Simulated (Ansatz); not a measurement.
**Bands of KI**

```xyz
2
Lattice="0.0000 3.5246 3.5246 3.5246 0.0000 3.5246 3.5246 3.5246 0.0000" Properties=species:S:1:pos:R:3 pbc="T T T"
K     0.0000    0.0000    0.0000
I     3.5246    3.5246    3.5246
```

Atom numbers follow the list: K1, I2.

Conventional cell: a = 7.049 Å, b = 7.049 Å, c = 7.049 Å, α = 90.00°, β = 90.00°, γ = 90.00°. Around K (atom 1) lie 6 I at 3.52 Å. I (atom 2) has 6 K at 3.52 Å as nearest neighbours.

The cell is COD entry 9009735, as deposited and not checked against the literature; nothing was relaxed.

Spin–orbit coupling is left out, though it moves levels of the heavy atoms by tenths of an eV or more.

These are results of DFT, PBEsol, all-electron LAPW, scalar-relativistic in Ansatz 0.2.0, not measurements.

Sampling and basis: a Γ-centred 8×8×8 k mesh, Fermi–Dirac smearing of 0.01 eV, basis error target 1 meV/atom, no spin polarisation.

Points in fractions of the reciprocal vectors of this cell: Γ (0, 0, 0), X (0.5, 0, 0.5), U (0.625, 0.25, 0.625), K (0.375, 0.375, 0.75), L (0.5, 0.5, 0.5), W (0.5, 0.25, 0.75). The path joins them by straight lines in the order Γ–X–U–K–Γ–L–W–X; legs that retrace an earlier one aren't tabulated. Energies are in eV from the top of the valence band.

Question: Is there a gap, and where are the band edges?

Answer: 3.83 eV, direct at Γ.

Question: List the levels between -8 and 6 eV at the symmetry points.

Answer: 
Γ: 0.00 (×3), 3.83
X: -1.03, -0.38 (×2), 4.82, 5.70
U: -0.88, -0.78, -0.39, 5.51
K: -0.88, -0.78, -0.39, 5.51
L: -1.36, -0.35 (×2), 5.40
W: -0.75 (×2), -0.62
